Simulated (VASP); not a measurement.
# SnSe₂: molecular dynamics with a thermostat

SnSe₂, P-3m1 (no. 164), 12 atoms in the cell. PBE, molecular dynamics; PAW potentials Sn, Se (PBE set).

Ensemble: Nose-Hoover; Target temperature (K): 1000.

## Input

INCAR:
```
ALGO = Normal ; EDIFF = 1E-6
ENCUT = 210 ; GGA = PE
IBRION = 0 ; ISIF = 2
ISMEAR = 0 ; ISYM = 0
KPAR = 2 ; LASPH = True
LCHARG = False ; LREAL = Auto
LWAVE = False ; MDALGO = 2
NELM = 60 ; NELMIN = 4
NSW = 60 ; POTIM = 3.0
PREC = Normal ; RANDOM_SEED = 417608 0 0
SIGMA = 0.05 ; SMASS = 0
TEBEG = 1000
```

KPOINTS:
```
k-points
0
Monkhorst-Pack
  2 2 2
```

POSCAR:
```
SnSe2
1.0
    7.6220000000      0.0000000000      0.0000000000
   -3.8110000000      6.6008456276      0.0000000000
    0.0000000000      0.0000000000      6.1360000000
Sn Se
4 8
Direct
    0.0000000000      0.0000000000      0.0000000000
    0.0000000000      0.5000000000      0.0000000000
    0.5000000000      0.0000000000      0.0000000000
    0.5000000000      0.5000000000      0.0000000000
    0.3333333334      0.1666666666      0.7510000000
    0.3333333334      0.6666666667      0.7510000000
    0.8333333334      0.1666666666      0.7510000000
    0.8333333334      0.6666666667      0.7510000000
    0.1666666666      0.3333333334      0.2490000000
    0.1666666667      0.8333333334      0.2490000000
    0.6666666667      0.3333333334      0.2490000000
    0.6666666667      0.8333333334      0.2490000000
```

Commands:
```
cat potpaw_PBE.64/Sn/POTCAR potpaw_PBE.64/Se/POTCAR > POTCAR
mpirun -np 2 vasp_std > vasp.out
```

## Result

- Mean temperature (K): 1030
- Spread of the conserved energy (meV/atom): 0.30
- Rise of the mean potential energy above the start (meV/atom): 137.5
- Electronic steps per ionic step after the first: 4.1

Course of the run:

| Time (fs) | Temperature (K) | Potential energy less the first (meV/atom) | Conserved energy less the first (meV/atom) |
|---|---|---|---|
| 3 | 999 | 0.0 | 0.00 |
| 18 | 867 | 16.7 | 0.14 |
| 30 | 725 | 39.1 | 0.20 |
| 45 | 745 | 55.7 | 0.25 |
| 57 | 932 | 62.1 | 0.25 |
| 72 | 1171 | 82.4 | 0.20 |
| 84 | 1195 | 114.4 | 0.19 |
| 99 | 1030 | 161.9 | 0.23 |
| 111 | 876 | 196.8 | 0.25 |
| 126 | 835 | 226.6 | 0.28 |
| 138 | 1007 | 235.1 | 0.29 |
| 153 | 1377 | 234.7 | 0.12 |
| 165 | 1473 | 240.0 | 0.01 |
| 180 | 1213 | 252.2 | 0.16 |

REPORT:
```
MDALGO =   2
               SCALING =       0
                 CNEXP =     9.000   14.000
           RANDOM_SEED =            417608                0                0

   original number of atomic DOF:         33
   number of independent constraints:      0
   number of active DOF:                  33

========================================
         MD step No.       1
========================================

  Atomic velocities initialized by STEP_tb

  >Energies
                    E_tot             E_pot             E_kin               EPS                ES
   e_b>   -0.45777660E+02   -0.47198641E+02    0.14209804E+01    0.00000000E+00    0.00000000E+00

  >Temperature
               T_sim     T_inst
   tmprt>   1000.000    999.375

  >Thermostat:
           s(n+1) sdot(n+1)      s(n)   sdot(n)        Qs
   s_b>  -0.00001  -0.00001   0.00000   0.00000   0.34454

           RANDOM_SEED =            417608               72                0

[... steps left out ...]

========================================
         MD step No.      60
========================================

  >Energies
                    E_tot             E_pot             E_kin               EPS                ES
   e_b>   -0.45775786E+02   -0.44172207E+02    0.17249676E+01    0.55121381E-01   -0.33836674E+01

  >Temperature
               T_sim     T_inst
   tmprt>   1000.000   1213.169

  >Thermostat:
           s(n+1) sdot(n+1)      s(n)   sdot(n)        Qs
   s_b>  -1.16685   0.02416  -1.18987   0.02187   0.34454

           RANDOM_SEED =            417608               72                0
```

OSZICAR:
```
N       E                     dE             d eps       ncg     rms          rms(c)
DAV:   1     0.220271847915E+03    0.22027E+03   -0.15139E+04   936   0.654E+02
DAV:   2    -0.301101187107E+02   -0.25038E+03   -0.24076E+03  1186   0.164E+02
DAV:   3    -0.480403427459E+02   -0.17930E+02   -0.17636E+02  1104   0.495E+01
DAV:   4    -0.484484311540E+02   -0.40809E+00   -0.40752E+00  1217   0.752E+00
DAV:   5    -0.484560896082E+02   -0.76585E-02   -0.76557E-02  1120   0.100E+00    0.110E+01
DAV:   6    -0.474064775437E+02    0.10496E+01   -0.18781E+00  1121   0.411E+00    0.708E+00
DAV:   7    -0.472117751904E+02    0.19470E+00   -0.79577E-01  1184   0.280E+00    0.179E+00
DAV:   8    -0.471977189035E+02    0.14056E-01   -0.50473E-02  1129   0.848E-01    0.478E-01
DAV:   9    -0.471983776755E+02   -0.65877E-03   -0.54206E-03  1208   0.297E-01    0.117E-01
DAV:  10    -0.471985368531E+02   -0.15918E-03   -0.47669E-04  1104   0.912E-02    0.493E-02
DAV:  11    -0.471986298055E+02   -0.92952E-04   -0.19654E-04  1104   0.578E-02    0.189E-02
DAV:  12    -0.471986455636E+02   -0.15758E-04   -0.63143E-05  1104   0.301E-02    0.113E-02
[... left out ...]
     58 T=  1339. E= -.45776521E+02 F= -.44217306E+02 E0= -.44217069E+02  EK= 0.19045E+01 SP= -.35E+01 SK= 0.26E-01
     59 T=  1276. E= -.45776088E+02 F= -.44189746E+02 E0= -.44189627E+02  EK= 0.18143E+01 SP= -.34E+01 SK= 0.41E-01
[... last step whole ...]
       N       E                     dE             d eps       ncg     rms          rms(c)
DAV:   1    -0.441721166047E+02    0.17629E-01   -0.37464E-04  1726   0.247E+00    0.279E-02
DAV:   2    -0.441722075223E+02   -0.90918E-04   -0.10434E-03  1006   0.131E-01    0.159E-02
DAV:   3    -0.441722079007E+02   -0.37843E-06   -0.18836E-05  1234   0.167E-02    0.729E-03
DAV:   4    -0.441722071849E+02    0.71580E-06   -0.11624E-06   699   0.459E-03
     60 T=  1213. E= -.45775786E+02 F= -.44172207E+02 E0= -.44172152E+02  EK= 0.17250E+01 SP= -.34E+01 SK= 0.55E-01
```

Limits: 180 fs of 12 atoms are too short for converged averages.

VASP 6.6.1 took 894 s on 2 cores (Intel Xeon Platinum 8259CL @ 2.50GHz (Skylake/Cascade Lake)), a shared host.
